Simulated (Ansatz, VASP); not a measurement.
Two plane-wave programs on Pt

File INCAR:

```
ALGO = Normal
EDIFF = 1E-6
ENCUT = 500
GGA = PS
ISIF = 2
ISMEAR = 0
LASPH = T
LCHARG = T
LELF = T
LREAL = F
LVHAR = T
LWAVE = F
NELM = 60
PREC = Accurate
SIGMA = 0.1
```

File KPOINTS:

```
k-points
0
Gamma
  12 12 12
```

POSCAR

```
Pt
2.7731
    0.000000000000      0.707114781292      0.707114781292
    0.707114781292      0.000000000000      0.707114781292
    0.707114781292      0.707114781292      0.000000000000
Pt
1
Direct
    0.0000000000      0.0000000000      0.0000000000
```

input.yaml

```yaml
crystal:
  lattice:
    - [0.0, 1.9609, 1.9609]
    - [1.9609, 0.0, 1.9609]
    - [1.9609, 1.9609, 0.0]
  atoms:
    - { symbol: Pt, position: [0.0, 0.0, 0.0] }
hamiltonian:
  xc: pbesol
  pseudopotentials: { kind: paw }
kpoints:
  mp_grid: { grid: [12, 12, 12] }
scf:
  occupations: { method: gaussian, width: 0.1 }
output:
  forces: true
  stress: true
  eigenvalues: true
```

Alike in both runs: task single point; functional PBEsol; k mesh 12 × 12 × 12; occupations gaussian, width 0.1 eV; no spin polarisation.

|  | VASP | Ansatz |
| --- | --- | --- |
| version | VASP 6.6.1 | Ansatz 0.2.0 |
| potentials or method | VASP PAW PBE potentials, release 64 (Pt) | Ansatz PAW |
| plane-wave cutoff (eV) | 500 | 420 |
| valence electrons in the cell | 10 | 18 |

VASP gave:

- gap on the k mesh at the Fermi level (eV): none
- pressure (GPa): -1.0

Problem. What did Ansatz give for the same quantities?

Solution. gap on the k mesh at the Fermi level (eV): none; pressure (GPa): -0.6.

A gap of «none» marks a metal or a gap that the smearing closes. With one functional, cell and mesh, what is left measures potentials, basis and numerics. The two sets of potentials don't hold the same shells in valence.

Caveats: the PAW data sets were made with another functional, which shifts forces and pressure a little (VASP); the PAW data sets come from PBE, with cores solved anew for the run's functional, which leaves a small shift of forces and pressure (Ansatz). Spin-orbit coupling is left out, which matters for the levels of Pt.
